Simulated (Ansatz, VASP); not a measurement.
**Two plane-wave programs on CdS (Hawleyite)**

```
Cd S
1.0
     0.00000    2.91650    2.91650
     2.91650    0.00000    2.91650
     2.91650    2.91650    0.00000
Cd S
1 1
Direct
  0.00000 0.00000 0.00000
  0.75000 0.75000 0.75000
```

Alike in both runs: task single point; functional PBE; k mesh 8 × 8 × 8; occupations gaussian, width 0.021 eV; no spin polarisation.

|  | VASP | Ansatz |
| --- | --- | --- |
| version | VASP 6.6.1 | Ansatz 0.2.0 |
| potentials or method | VASP PAW PBE potentials, release 64 (Cd, S) | Ansatz PAW |
| plane-wave cutoff (eV) | 520 | 420 |
| valence electrons in the cell | 18 | 26 |

VASP gave:

```
gap on the k mesh at the Fermi level (eV) : 1.15
least direct gap on the mesh (eV)         : 1.15
pressure (GPa)                            : 3.2
```

Question: Which values does Ansatz return?

Answer: gap on the k mesh at the Fermi level (eV): 1.15; least direct gap on the mesh (eV): 1.15; pressure (GPa): 2.8.

The functional is the same, so the differences come from potentials, cutoffs and numerics. The two sets of potentials don't hold the same shells in valence.

A hybrid or GW would open this gap; PBE tends to underestimate it.
